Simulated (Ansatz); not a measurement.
**Pb: single point with r2SCANh+D3(BJ)**

The system is Pb.

```
Pb
1.0
    -1.95290    1.95290    1.95290
     1.95290   -1.95290    1.95290
     1.95290    1.95290   -1.95290
Pb
1
Direct
  0.00000 0.00000 0.00000
```

This isn't the form of Pb at room conditions, which is fcc.

The cell isn't the ideal one: volume scaled by 0.96.

* Program: Ansatz 0.2.0
* Task: single point
* Functional: r2SCANh
* Dispersion: D3(BJ)
* Potentials or basis: SSSP precision PAW
* Cutoff: 612 eV
* Density cutoff: 4898 eV
* k mesh: 7 × 7 × 7
* Occupations: fermi-dirac, width 0.05 eV
* Spin: no spin polarisation

```yaml
Pressure: -0.3 GPa
Band_gap_on_the_k_mesh: none (metal or under the smearing width)
```

Levels at points of the mesh, in eV from the Fermi level:
```
           k point  band 3  band 4  band 5  band 6  band 7  band 8  band 9  band 10  band 11
(0.00, 0.00, 0.00)  -18.86  -18.59  -18.59  -13.24    8.39    8.39    8.39    12.50    12.50
```

It took 97 s on 1 thread of Arm Neoverse V1, with other jobs on the host, peak memory 1.9 GiB.

Caveat: pairwise dispersion overbinds metals, which lowers pressure and volume; the dispersion damping was fitted for another functional or another form of the correction; the thresholds are loose for stress. The run has no spin-orbit coupling, so splittings on Pb are missing.
